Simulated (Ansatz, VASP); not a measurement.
**One calculation of Sn, two programs**

```
Sn
1.0
     0.00000    3.23334    3.23334
     3.23334    0.00000    3.23334
     3.23334    3.23334    0.00000
Sn
2
Cartesian
  4.8500 4.8500 4.8500
  3.2333 3.2333 3.2333
```

This isn't the form of Sn at room conditions, which is tetragonal (white tin).

Alike in both runs: task relaxation of cell and atoms; functional PBE; k mesh 7 × 7 × 7; occupations fermi-dirac, width 0.05 eV; no spin polarisation.

|  | VASP | Ansatz |
| --- | --- | --- |
| version | VASP 6.6.1 | Ansatz 0.2.0 |
| potentials or method | VASP PAW PBE potentials, release 64 (Sn_d) | Ansatz PAW |
| plane-wave cutoff (eV) | 600 | 420 |
| valence electrons in the cell | 28 | 28 |

Ansatz gave:

- relaxed volume (Å³/atom): 36.86
- relaxed cell length with the largest relative difference (Å): 4.707
- energy change over the relaxation (meV/atom): -34

Estimate VASP's values.

relaxed volume (Å³/atom): 36.83; relaxed cell length with the largest relative difference (Å): 4.705; energy change over the relaxation (meV/atom): -33.

Caveats: the plane-wave basis is chosen anew once the cell has moved, so the energies of steps on either side of that aren't comparable (Ansatz). PBE usually gives volumes a little too large and moduli too small. Zero-point motion and thermal expansion aren't in these numbers.
